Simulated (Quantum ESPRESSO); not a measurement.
# Ru (P6_3/mmc) in Quantum ESPRESSO: notebook, part 4 of 4

Quantum ESPRESSO 7.5. The steps go on from the part before.

## (6) Wannier functions, PBEsol

pw.in

```
&CONTROL
  calculation = 'scf'
  prefix = 'pwscf'
  outdir = './tmp'
  pseudo_dir = './pseudo'
  tprnfor = .true.
  tstress = .true.
  disk_io = 'low'
/
&SYSTEM
  ibrav = 0
  celldm(1) = 8
  nat = 2
  ntyp = 1
  ecutwfc = 84
  nbnd = 24
  occupations = 'smearing'
  smearing = 'fd'
  degauss = 0.00367493
/
&ELECTRONS
  conv_thr = 4d-10
  electron_maxstep = 120
  mixing_beta = 0.5
/
ATOMIC_SPECIES
Ru   101.0700 Ru.upf
CELL_PARAMETERS alat
  0.6391526185016   0.0000000000000   0.0000000000000
 -0.3195763092508   0.5535224045272   0.0000000000000
  0.0000000000000   0.0000000000000   1.0114522866294
ATOMIC_POSITIONS crystal
Ru     0.6666666667    0.3333333333    0.7500000000
Ru     0.3333333333    0.6666666667    0.2500000000
K_POINTS automatic
8 8 4 0 0 0
```

nscf.in

```
&CONTROL
  calculation = 'nscf'
  prefix = 'pwscf'
  outdir = './tmp'
  pseudo_dir = './pseudo'
  disk_io = 'low'
/
&SYSTEM
  ibrav = 0
  celldm(1) = 8
  nat = 2
  ntyp = 1
  ecutwfc = 84
  nbnd = 37
  occupations = 'smearing'
  smearing = 'fd'
  degauss = 0.00367493
  nosym = .true.
  noinv = .true.
/
&ELECTRONS
  conv_thr = 1d-09
  electron_maxstep = 120
  mixing_beta = 0.5
  diago_full_acc = .true.
  startingwfc = 'random'
/
ATOMIC_SPECIES
Ru   101.0700 Ru.upf
CELL_PARAMETERS alat
  0.6391526185016   0.0000000000000   0.0000000000000
 -0.3195763092508   0.5535224045272   0.0000000000000
  0.0000000000000   0.0000000000000   1.0114522866294
ATOMIC_POSITIONS crystal
Ru     0.6666666667    0.3333333333    0.7500000000
Ru     0.3333333333    0.6666666667    0.2500000000
K_POINTS crystal
196
  0.00000000   0.00000000   0.00000000 5.10204082e-03
  0.00000000   0.00000000   0.25000000 5.10204082e-03
  0.00000000   0.00000000   0.50000000 5.10204082e-03
  0.00000000   0.00000000   0.75000000 5.10204082e-03
  0.00000000   0.14285714   0.00000000 5.10204082e-03
  0.00000000   0.14285714   0.25000000 5.10204082e-03
[... 188 lines left out ...]
  0.85714286   0.85714286   0.50000000 5.10204082e-03
  0.85714286   0.85714286   0.75000000 5.10204082e-03
```

pw2wan.in

```
&INPUTPP
  prefix = 'pwscf'
  outdir = './tmp'
  seedname = 'w'
  write_mmn = .true.
  write_amn = .true.
/
```

bands.in

```
&CONTROL
  calculation = 'bands'
  prefix = 'pwscf'
  outdir = './tmp'
  pseudo_dir = './pseudo'
  disk_io = 'low'
/
&SYSTEM
  ibrav = 0
  celldm(1) = 8
  nat = 2
  ntyp = 1
  ecutwfc = 84
  nbnd = 37
  occupations = 'smearing'
  smearing = 'fd'
  degauss = 0.00367493
/
&ELECTRONS
  conv_thr = 1d-08
  electron_maxstep = 120
  mixing_beta = 0.5
  diago_full_acc = .true.
  startingwfc = 'random'
/
ATOMIC_SPECIES
Ru   101.0700 Ru.upf
CELL_PARAMETERS alat
  0.6391526185016   0.0000000000000   0.0000000000000
 -0.3195763092508   0.5535224045272   0.0000000000000
  0.0000000000000   0.0000000000000   1.0114522866294
ATOMIC_POSITIONS crystal
Ru     0.6666666667    0.3333333333    0.7500000000
Ru     0.3333333333    0.6666666667    0.2500000000
K_POINTS crystal
66
  0.00000000   0.00000000   0.00000000 1
  0.05555600   0.00000000   0.00000000 1
  0.11111100   0.00000000   0.00000000 1
  0.16666700   0.00000000   0.00000000 1
  0.22222200   0.00000000   0.00000000 1
  0.27777800   0.00000000   0.00000000 1
[... 58 lines left out ...]
  0.33333300   0.33333300   0.40000000 1
  0.33333300   0.33333300   0.50000000 1
```

w.win

```
num_wann = 18
num_bands = 29
guiding_centres = true
dis_froz_max = 26.5
dis_num_iter = 600
dis_mix_ratio = 0.5
dis_conv_tol = 1.0d-9
num_iter = 0
search_shells = 100
kmesh_tol = 1.0d-4
conv_tol = 1.0d-8
conv_window = 4
num_print_cycles = 200
fermi_energy = 23.5024
bands_plot = true
write_hr = true
mp_grid = 7 7 4
exclude_bands = 1-8
begin projections
Ru: s;p;d
end projections
begin unit_cell_cart
ang
  2.7058000000   0.0000000000   0.0000000000
 -1.3529000000   2.3432915376   0.0000000000
  0.0000000000   0.0000000000   4.2819000000
end unit_cell_cart
begin atoms_frac
Ru   0.6666666667   0.3333333333   0.7500000000
Ru   0.3333333333   0.6666666667   0.2500000000
end atoms_frac
begin kpoint_path
G   0.0000000000   0.0000000000   0.0000000000  M   0.5000000000   0.0000000000   0.0000000000
M   0.5000000000   0.0000000000   0.0000000000  K   0.3333333333   0.3333333333   0.0000000000
K   0.3333333333   0.3333333333   0.0000000000  G   0.0000000000   0.0000000000   0.0000000000
G   0.0000000000   0.0000000000   0.0000000000  A   0.0000000000   0.0000000000   0.5000000000
A   0.0000000000   0.0000000000   0.5000000000  L   0.5000000000   0.0000000000   0.5000000000
L   0.5000000000   0.0000000000   0.5000000000  H   0.3333333333   0.3333333333   0.5000000000
H   0.3333333333   0.3333333333   0.5000000000  A   0.0000000000   0.0000000000   0.5000000000
L   0.5000000000   0.0000000000   0.5000000000  M   0.5000000000   0.0000000000   0.0000000000
K   0.3333333333   0.3333333333   0.0000000000  H   0.3333333333   0.3333333333   0.5000000000
end kpoint_path
bands_num_points = 9
begin kpoints
  0.00000000   0.00000000   0.00000000
  0.00000000   0.00000000   0.25000000
  0.00000000   0.00000000   0.50000000
  0.00000000   0.00000000   0.75000000
  0.00000000   0.14285714   0.00000000
  0.00000000   0.14285714   0.25000000
[... 188 lines left out ...]
  0.85714286   0.85714286   0.50000000
  0.85714286   0.85714286   0.75000000
end kpoints
```

Potentials or basis: PseudoDojo 0.4.1 SR PBEsol standard.

Started as:

```
> OMP_NUM_THREADS=1 pw.x -in pw.in > pw.out
> OMP_NUM_THREADS=1 pw.x -in nscf.in > nscf.out
> wannier90.x -pp w
> OMP_NUM_THREADS=1 pw2wannier90.x -in pw2wan.in > pw2wan.out
> wannier90.x w
> OMP_NUM_THREADS=1 pw.x -in bands.in > bands.out
```

pw.out:

```text
This program is part of the open-source Quantum ESPRESSO suite
     for quantum simulation of materials; please cite
[... 9 lines left out ...]
     --------------------
     sticks:   dense  smooth     PW     G-vecs:    dense   smooth      PW
     Sum         595     595    187                18953    18953    3091

     Using Slab Decomposition

     bravais-lattice index     =            0
     lattice parameter (alat)  =       8.0000  a.u.
     unit-cell volume          =     183.2125 (a.u.)^3
     number of atoms/cell      =            2
     number of atomic types    =            1
     number of electrons       =        32.00
     number of Kohn-Sham states=           24
     kinetic-energy cutoff     =      84.0000  Ry
     charge density cutoff     =     336.0000  Ry
     scf convergence threshold =      4.0E-10
     mixing beta               =       0.5000
     number of iterations used =            8  plain     mixing
     Exchange-correlation= PBESOL
                           (   1   4  10   8   0   0   0)

     celldm(1)=   8.000000  celldm(2)=   0.000000  celldm(3)=   0.000000
     celldm(4)=   0.000000  celldm(5)=   0.000000  celldm(6)=   0.000000

     crystal axes: (cart. coord. in units of alat)
               a(1) = (   0.639153   0.000000   0.000000 )
               a(2) = (  -0.319576   0.553522   0.000000 )
               a(3) = (   0.000000   0.000000   1.011452 )

     reciprocal axes: (cart. coord. in units 2 pi/alat)
               b(1) = (  1.564572  0.903306 -0.000000 )
               b(2) = (  0.000000  1.806612  0.000000 )
               b(3) = (  0.000000 -0.000000  0.988677 )

     PseudoPot. # 1 for Ru read from file:
     Ru.upf
     Pseudo is Norm-conserving + core correction, Zval = 16.0
     Generated using ONCVPSP code by D. R. Hamann
     Using radial grid of 1584 points,  6 beta functions with:
                l(1) =   0
                l(2) =   0
                l(3) =   1
                l(4) =   1
                l(5) =   2
                l(6) =   2

     atomic species   valence    mass     pseudopotential
     Ru               16.00   101.07000     Ru( 1.00)

     24 Sym. Ops., with inversion, found (12 have fractional translation)

   Cartesian axes

     site n.     atom                  positions (alat units)
         1        Ru     tau(   1) = (   0.3195763   0.1845075   0.7585892  )
         2        Ru     tau(   2) = (  -0.0000000   0.3690149   0.2528631  )

     number of k points=    30  Fermi-Dirac smearing, width (Ry)=  0.0037
                       cart. coord. in units 2pi/alat
        k(    1) = (   0.0000000   0.0000000   0.0000000), wk =   0.0078125
        k(    2) = (   0.0000000   0.0000000   0.2471693), wk =   0.0156250
        k(    3) = (   0.0000000   0.0000000  -0.4943387), wk =   0.0078125
        k(    4) = (   0.0000000   0.2258265   0.0000000), wk =   0.0468750
        k(    5) = (   0.0000000   0.2258265   0.2471693), wk =   0.0937500
        k(    6) = (   0.0000000   0.2258265  -0.4943387), wk =   0.0468750
[... 22 lines left out ...]
        k(   29) = (   0.3911429   0.9033058   0.2471693), wk =   0.0937500
        k(   30) = (   0.3911429   0.9033058  -0.4943387), wk =   0.0468750

     Dense  grid:    18953 G-vectors     FFT dimensions: (  30,  30,  48)

     Initial potential from superposition of free atoms

     starting charge      31.9986, renormalised to      32.0000
     Starting wfcs are   20 randomized atomic wfcs +    4 random wfcs

     Self-consistent Calculation

     iteration #  1     ecut=    84.00 Ry     beta= 0.50
     Davidson diagonalization with overlap
     ethr =  1.00E-02,  avg # of iterations =  3.8

     Threshold (ethr) on eigenvalues was too large:
     Diagonalizing with lowered threshold

     Davidson diagonalization with overlap
     ethr =  8.90E-04,  avg # of iterations =  1.3

     total energy              =    -404.03269748 Ry
     estimated scf accuracy    <       0.29070976 Ry
[... 43 lines left out ...]
     iteration #  8     ecut=    84.00 Ry     beta= 0.50
     Davidson diagonalization with overlap
     ethr =  4.08E-11,  avg # of iterations =  2.0

     End of self-consistent calculation

          k = 0.0000 0.0000 0.0000 (  2369 PWs)   bands (ev):

   -49.5368 -49.3310 -20.0636 -19.1012 -19.1012 -18.9298 -18.9298 -18.9108
    15.4906  17.3098  20.9495  20.9495  21.1116  21.6362  21.6362  22.1474
    22.1474  24.7351  24.7351  24.7761  33.8225  38.6031  41.1829  41.8125
[... 63 lines left out ...]
   -49.3438 -49.3438 -19.8532 -19.8532 -19.1992 -19.1992 -19.1678 -19.1678
    17.7032  17.7032  19.2158  19.2158  22.4266  22.4266  22.9779  22.9779
    24.7345  24.7345  26.1440  26.1440  36.0627  36.0627  40.2360  40.2360

          k = 0.0000-0.9033 0.0000 (  2356 PWs)   bands (ev):

   -49.3618 -49.2943 -19.8538 -19.6610 -19.5781 -19.3342 -19.2045 -19.0497
    17.3769  18.0093  18.1428  20.5120  21.4521  21.7154  22.0123  24.9968
    25.4161  25.4714  27.6069  29.6521  34.6050  35.4561  36.5494  37.8865

          k = 0.0000-0.9033 0.2472 (  2386 PWs)   bands (ev):

   -49.3519 -49.3042 -19.9461 -19.7891 -19.3990 -19.2933 -19.1552 -19.0921
    17.2358  17.6532  19.2934  19.3646  21.0364  22.1206  24.2908  24.3348
    25.1544  25.3683  26.4746  28.9133  34.2432  34.5775  38.0892  38.7288

          k = 0.0000-0.9033-0.4943 (  2376 PWs)   bands (ev):

   -49.3280 -49.3280 -19.9441 -19.9441 -19.1965 -19.1965 -19.1935 -19.1935
    17.4580  17.4580  19.0004  19.0004  22.4809  22.4809  23.9763  23.9763
    25.2520  25.2520  26.9178  26.9178  34.0703  34.0703  40.3121  40.3122

          k = 0.1956 0.3387 0.0000 (  2393 PWs)   bands (ev):
[... 85 lines left out ...]
   -49.3169 -49.3169 -19.8349 -19.8349 -19.4850 -19.4850 -19.1048 -19.1048
    18.5047  18.5047  19.5814  19.5814  20.8434  20.8434  22.5455  22.5455
    24.8691  24.8691  30.8555  30.8555  34.3768  34.3768  36.0542  36.0542

     the Fermi energy is    23.5024 ev

!    total energy              =    -404.09725871 Ry
     estimated scf accuracy    <          5.7E-11 Ry
     smearing contrib. (-TS)   =      -0.00057831 Ry
     internal energy E=F+TS    =    -404.09668040 Ry

     The total energy is F=E-TS. E is the sum of the following terms:
     one-electron contribution =     -64.75607228 Ry
     hartree contribution      =      56.51866205 Ry
     xc contribution           =     -67.87485729 Ry
     ewald contribution        =    -327.98441288 Ry

     convergence has been achieved in   8 iterations

     Forces acting on atoms (cartesian axes, Ry/au):

     atom    1 type  1   force =     0.00000000    0.00000000    0.00000000
     atom    2 type  1   force =     0.00000000    0.00000000    0.00000000

     Total force =     0.000000     Total SCF correction =     0.000000

     Computing stress (Cartesian axis) and pressure

          total   stress  (Ry/bohr**3)                   (kbar)     P=      -58.02
  -0.00036767   0.00000000   0.00000000          -54.09        0.00        0.00
   0.00000000  -0.00036767   0.00000000            0.00      -54.09        0.00
   0.00000000   0.00000000  -0.00044789            0.00        0.00      -65.89

=------------------------------------------------------------------------------=
   JOB DONE.
=------------------------------------------------------------------------------=
```

Run time: 8.2 min. Hardware: 1 thread of Intel Xeon Platinum 8259CL at 2.50GHz (Skylake/Cascade Lake), shared host; peak memory 0.29 GiB.

What came out:

* Free energy: -5498.0233 eV
* Pressure: -5.8 GPa
* Band gap on the k mesh: none (metal or under the smearing width)
* Total Wannier spread: 44.15 Å² over 18 functions
* RMS miss of the Wannier bands: 0.026 eV

Stress tensor (GPa, compression positive):
```
-5.41  0.00  0.00
 0.00 -5.41  0.00
 0.00  0.00 -6.59
```

Levels at the corners of the path, in eV from the Fermi level:
```
point  band 12  band 13  band 14  band 15  band 16  band 17  band 18  band 19  band 20  band 21
    Γ    -2.55    -2.39    -1.87    -1.87    -1.36    -1.36     1.23     1.23     1.27    10.32
    M    -2.99    -2.05    -1.79    -1.49     1.49     1.91     1.97     4.10     6.15    11.10
    K    -3.75    -2.82    -2.82    -1.03     1.06     1.06     1.49     7.06     7.25     7.25
    Γ    -2.55    -2.39    -1.87    -1.87    -1.36    -1.36     1.23     1.23     1.27    10.32
    A    -2.72    -2.72    -2.72    -2.70    -2.70     0.59     0.59     0.59     0.59    14.64
    L    -4.50    -1.02    -1.02     0.47     0.47     1.75     1.75     3.42     3.42    10.57
    H    -4.09    -2.68    -2.68    -1.14    -1.14     1.28     1.28     8.46     8.46    10.74
    A    -2.72    -2.72    -2.72    -2.70    -2.70     0.59     0.59     0.59     0.59    14.64
    L    -4.50    -1.02    -1.02     0.47     0.47     1.75     1.75     3.42     3.42    10.57
    M    -2.99    -2.05    -1.79    -1.49     1.49     1.91     1.97     4.10     6.15    11.10
    K    -3.75    -2.82    -2.82    -1.03     1.06     1.06     1.49     7.06     7.25     7.25
    H    -4.09    -2.68    -2.68    -1.14    -1.14     1.28     1.28     8.46     8.46    10.74
```

Wannier functions:
| function | nearest atom | distance (Å) | spread (Å²) | on-site energy from the reference level (eV) |
| --- | --- | --- | --- | --- |
| 1 | 1 Ru | 0.03 | 4.02 | 10.18 |
| 2 | 1 Ru | 0.56 | 4.52 | 14.84 |
| 3 | 1 Ru | 0.20 | 4.80 | 14.86 |
| 4 | 1 Ru | 0.24 | 4.79 | 14.89 |
| 5 | 1 Ru | 0.01 | 0.79 | -1.40 |
| 6 | 1 Ru | 0.01 | 0.77 | -1.38 |
| 7 | 1 Ru | 0.01 | 0.77 | -1.38 |
| 8 | 1 Ru | 0.02 | 0.80 | -1.39 |
| 9 | 1 Ru | 0.03 | 0.80 | -1.39 |
| 10 | 2 Ru | 0.03 | 4.03 | 10.19 |
| 11 | 2 Ru | 0.56 | 4.53 | 14.84 |
| 12 | 2 Ru | 0.27 | 4.86 | 14.89 |
| 13 | 2 Ru | 0.26 | 4.75 | 14.87 |
| 14 | 2 Ru | 0.01 | 0.79 | -1.40 |
| 15 | 2 Ru | 0.01 | 0.77 | -1.38 |
| 16 | 2 Ru | 0.01 | 0.77 | -1.38 |
| 17 | 2 Ru | 0.03 | 0.80 | -1.39 |
| 18 | 2 Ru | 0.02 | 0.80 | -1.39 |

Parts of the spread (Å²): invariant 14.56, diagonal 2.498, off-diagonal 27.09, total 44.15. Against the direct bands the interpolation misses by 26 meV (root mean square) and 286 meV at most, for states up to 1 eV over the reference level.

Caveat: the k mesh is coarse (spacing up to 0.37 Å⁻¹), so the values aren't converged.

## (7) The runs side by side

| task | level | potentials or basis | U | cell | k mesh | cutoff (eV) | smearing | mixing beta | form of the LDA correlation | start of the occupations | hubbard projectors | q mesh | mesh quality | gap on the mesh (eV) | pressure (GPa) |
| --- | --- | --- | --- | --- | --- | --- | --- | --- | --- | --- | --- | --- | --- | --- | --- |
| phonons | PBEsol | PseudoDojo 0.4.1 SR PBEsol standard | - | relaxed | 11 × 11 × 6 | 1143 | methfessel-paxton 0.136 eV | 0.5 | - | - | - | - | not flagged | none | -5.7 |
| phonons | PBEsol | GBRV 1.5 PBEsol | - | relaxed | 11 × 11 × 6 | 612 | methfessel-paxton 0.272 eV | 0.5 | - | - | - | - | not flagged | none | 0.0 |
| phonons | LDA | GBRV 1.5 LDA | - | relaxed | 11 × 11 × 6 | 612 | methfessel-paxton 0.136 eV | 0.5 | PZ81 | - | - | - | not flagged | none | 0.0 |
| Hubbard U by linear response | LDA+U | PseudoDojo 0.4.1 SR LDA standard | Ru d U = 0.0001 eV | as given | 8 × 8 × 4 | 1197 | cold 0.136 eV | 0.3 | PW92 | default | ortho-atomic | 2 × 2 × 2 | coarse | none | -11.7 |
| Wannier functions | PBEsol | PseudoDojo 0.4.1 SR PBEsol standard | - | as given | 8 × 8 × 4 | 1143 | fermi-dirac 0.05 eV | 0.5 | - | - | - | - | coarse | none | -5.8 |

Alike in all rows: no spin polarisation.

Caveats: some runs use coarse meshes; the mesh is thin for the phonons of a metal (some runs); the cell is more than 3 GPa from zero pressure, which shifts response properties (some runs); U without spin polarisation on a metal has little footing (some runs); the U is typed as a test and isn't derived for this compound (some runs).

Absolute energies hang on the potentials; compare differences alone.
